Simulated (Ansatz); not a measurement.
Si, lonsdaleite: a one-shot G0W0 calculation in the PAW code Ansatz (G0W0@PBE with 359 empty bands, a screening cutoff of 150 eV and a 6×6×2 mesh). The cell was relaxed with r2SCAN and then strained, so it isn't that functional's minimum.

```yaml
crystal:
  lattice:
    - [3.9854147413, 0.0, 0.0]
    - [-1.9927073707, 3.4514704106, 0.0]
    - [0.0, 0.0, 6.2724051797]
  atoms:
    - { symbol: Si, position: [0.3333333333, 0.6666666667, -0.0022867815] }
    - { symbol: Si, position: [0.6666666667, 0.3333333333, 0.4977132185] }
    - { symbol: Si, position: [0.3333333333, 0.6666666667, 0.3772867815] }
    - { symbol: Si, position: [0.6666666667, 0.3333333333, 0.8772867815] }
kpoints:
  mp_grid: { grid: [6, 6, 2] }
hamiltonian:
  xc: pbe
scf:
  occupations: { method: fixed }
gw:
  n_empty_bands: 359
  ecut_chi: 150
  qp_bands: [v2, c2]
  qp_kpoints: band_edges
  screening: { model: contour_deformation }
```

In the abridged output below, numbers in square brackets stand for lines, or ends of lines, that were taken out.
```
Functional definition: PBE
Crystal: 4 atoms, lattice volume = 86.280 Å³
Basis set: ecut = 420 eV, 1701 PW (Γ)
Bands: 12, of which v1, the nominal top of the filled ones, is band 8 counted from 1 (7 counted from 0)
Symmetry: 24 space group operations
Space group: P63/mmc (ITA 194)
k-points: 14 of 72
preconditioner: auto → none  [insulator: Δε(μ)=0.351 eV  ℏωp=16.0 eV]
SCF 1 converged in 6 iterations: F = -2543.065079 eV  dr2 = 3.61e-11
Free energy (F): -2543.065079 eV
Fermi energy:    5.640132 eV
--- G₀W₀: contour deformation, 8 samples at zero and on the imaginary axis and 1 off it, 72 q-points, 359 empty bands' worth ---
    ik  band        ε_KS         Σx   Σc(E_QP)       V_xc       Z   E_QP_lin       E_QP  E_QP is
     0     7      5.6401   -14.3745     0.7086   -13.1643  0.7546     5.1361     5.1385  root
     0     8  [1]
     0     9      5.9832    -8.2725    -3.6192   -11.9367  0.7632     6.0282     6.0281  root
     0    10      7.5188    -6.7180    -4.1203   -10.9108  0.7527     7.5914     7.5914  root
     1     7      4.6439   -14.2333     1.0125   -12.6982  0.7490     4.1180     4.1214  root
     1     8      4.6439   -14.2333     1.0125   -12.6982  0.7490     4.1180     4.1214  root
     1     9      6.8822    -8.0295    -3.9064   -12.0103  0.7585     6.9567     6.9566  root
     1    10      6.8822    -8.0295    -3.9064   -12.0103  0.7585     6.9567     6.9566  root
     2     7      5.0060   -13.9247     0.8020   -12.6382  0.7497     4.5188     4.5216  root
     2     8      5.2115   -14.2957     0.8618   -12.9257  0.7512     4.7006     4.7033  root
     2     9  [2]
     2    10      8.2553    -6.7650    -4.3961   -11.2454  0.7433     8.3398     8.3397  root
     3     7      4.1932   -14.1392     1.1803   -12.4312  0.7442     3.6616     3.6654  root
     3     8      4.1932   -14.1392     1.1803   -12.4312  0.7442     3.6616     3.6654  root
     3     9      7.4618    -6.9144    -4.0861   -11.0448  0.7562     7.5061     7.5061  root
     3    10      7.4618    -6.9144    -4.0861   -11.0448  0.7562     7.5061     7.5061  root
     4     7      3.7876   -13.6985     1.2795   -11.9087  0.7398     3.2732     3.2773  root
     4     8      4.6100   -14.4056     1.1594   -12.7174  0.7460     4.0775     4.0812  root
     4     9      6.3038    -6.5189    -3.7096   -10.1899  0.7666     6.2653     6.2653  root
     4    10      8.2409    -7.0006    -4.3391   -11.4327  0.7514     8.3341     8.3339  root
     5     7  [3]
     5     8      3.5710   -14.2470     1.5003   -12.2039  0.7358     3.0234     3.0282  root
     5     9      6.8123    -6.6529    -3.8625   -10.5095  0.7644     6.8063     6.8063  root
     5    10      6.8123    -6.6529    -3.8625   -10.5095  0.7644     6.8063     6.8063  root
     6     7      2.9756   -13.5500     1.6437   -11.3784  0.7289     2.4421     2.4477  root
     6     8      4.3752   -14.4764     1.2797   -12.6593  0.7440     3.8334     3.8377  root
     6     9      6.0132    -6.2277    -3.6801    -9.8637  0.7696     5.9692     5.9692  root
     6    10      7.9665    -6.9423    -4.2481   -11.2708  0.7546     8.0471     8.0470  root
     7     7      3.5992   -14.5275     1.6049   -12.3894  0.7330     3.0605     3.0660  root
     7     8      3.5992   -14.5275     1.6049   -12.3894  0.7330     3.0605     3.0660  root
     7     9      6.6381    -6.8637    -3.7953   -10.6373  0.7656     6.6164     6.6164  root
     7    10  [4]
    10     7      3.1720   -13.8781     1.6216   -11.7274  0.7309     2.6373     2.6428  root
    10     8      3.5306   -14.1413     1.5858   -12.0163  0.7337     2.9866     2.9915  root
    10     9      7.4884    -5.7600    -4.0646    -9.7913  0.7624     7.4550     7.4550  root
    10    10      7.8234    -6.0603    -4.2393   -10.2865  0.7558     7.8104     7.8104  root
  […]
```

The points are ik 0 = (0, 0, 0) (Γ), ik 1 = (0, 0, -1/2) (A), ik 2 = (0, 1/6, 0), ik 3 = (0, 1/6, -1/2), ik 4 = (0, 1/3, 0), ik 5 = (0, 1/3, -1/2), ik 6 = (0, -1/2, 0) (M), ik 7 = (0, -1/2, -1/2) (L), ik 10 = (1/6, 1/3, 0), ik 11 = (1/6, 1/3, -1/2), ik 12 = (1/3, 1/3, 0) (K), ik 13 = (1/3, 1/3, -1/2) (H); band 8 is the last filled one.

Task: What stood in the gaps? They hold quasiparticle rows.

Result:
```
[1]
     0     8      5.6401   -14.3745     0.7086   -13.1643  0.7546     5.1361     5.1385  root
[2]
     2     9      6.7822    -7.3575    -3.7784   -11.1384  0.7601     6.7847     6.7847  root
[3]
     5     7      3.5710   -14.2470     1.5003   -12.2039  0.7358     3.0234     3.0282  root
[4]
     7    10      6.6381    -6.8637    -3.7953   -10.6373  0.7656     6.6164     6.6164  root
```
The trailing digits, and the zero of the energies, depend on the potentials and thresholds.

G0W0 moves the gap on the mesh from 0.34 eV (PBE) to 0.83 eV (Γ to M). Renormalisation factors Z lie between 0.71 and 0.77. The G0W0 figures hold for the stated bands, cutoff and mesh and aren't extrapolated.

Task: It ran on 1 × NVIDIA H100 80GB HBM3 with 2 threads of AMD EPYC 7R13 Processor (Zen 3) (shared host). About how long did it take, and what peak of host memory did it reach?

Result: About 49 s, with a peak of 1.7 GiB.

No spin polarisation and no zero-point or thermal motion.

For so narrow a gap this mesh doesn't settle the screening, and the bands and cutoff are finite.
